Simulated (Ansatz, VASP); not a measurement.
Given: the input of a run of VASP 6.6.1 on KI.

Contents of INCAR:

```
SYSTEM = KI
PREC = Accurate ; ENCUT = 520
EDIFF = 1E-7 ; ISMEAR = -1
SIGMA = 0.05 ; LREAL = .False.
LASPH = .True. ; NELM = 60
ALGO = Normal ; ISIF = 2
LWAVE = .False. ; LCHARG = .False.
GGA = PE ; NBANDS = 15
```

The input KPOINTS:

```
regular mesh
0
Gamma
  7 7 7
  0 0 0
```

Contents of POSCAR:

```
KI
1.0
    0.0000000000      3.6020626887      3.6020626887
    3.6020626887      0.0000000000      3.6020626887
    3.6020626887      3.6020626887      0.0000000000
I K
1 1
Direct
    0.5000000000      0.5000000000      0.5000000000
    0.0000000000      0.0000000000      0.0000000000
```

Potentials or basis: VASP PAW PBE potentials, release 64 (I, K_sv).

Run with:

```console
$ cat potpaw_PBE.64/I/POTCAR potpaw_PBE.64/K_sv/POTCAR > POTCAR
$ mpirun -np 1 vasp_std > vasp.out
```

Q: Set up the same calculation for Ansatz 0.2.0. Potentials there: Ansatz PAW.

A: As run (the cutoff follows the program's own potentials):

The input input.yaml:

```yaml
crystal:
  lattice:
    - [0.0, 3.6020626887, 3.6020626887]
    - [3.6020626887, 0.0, 3.6020626887]
    - [3.6020626887, 3.6020626887, 0.0]
  atoms:
    - { symbol: I, position: [0.5, 0.5, 0.5] }
    - { symbol: K, position: [0.0, 0.0, 0.0] }
hamiltonian:
  xc: pbe
  pseudopotentials: { kind: paw }
kpoints:
  mp_grid: { grid: [7, 7, 7] }
scf:
  occupations: { method: fermi_dirac, width: 0.05 }
output:
  forces: true
  stress: true
  eigenvalues: true
```

Potentials or basis: Ansatz PAW.

Command:

```console
$ ansatz run input.yaml --threads 1 --pin off --max-ram 3584MiB --backend cpu --events-out ev --progress --plain --runs-dir out
```

Both were run:

|  | VASP | Ansatz | Ansatz less VASP |
| --- | --- | --- | --- |
| gap on the k mesh at the Fermi level (eV) | 3.83 | 3.84 | +0.004 |
| least direct gap on the mesh (eV) | 3.83 | 3.84 | +0.004 |
| pressure (GPa) | -0.1 | -0.1 | -0.02 |

The functional is the same, so the differences come from potentials, cutoffs and numerics. The two sets of potentials don't hold the same shells in valence.

Caveats: spin-orbit coupling is left out, which moves the levels of the heavy elements; an odd mesh through Γ misses points on the zone boundary, where band edges often lie (VASP); odd divisions of the mesh miss points on the zone boundary, where band edges often lie, so the gap on the mesh can be too wide (Ansatz).
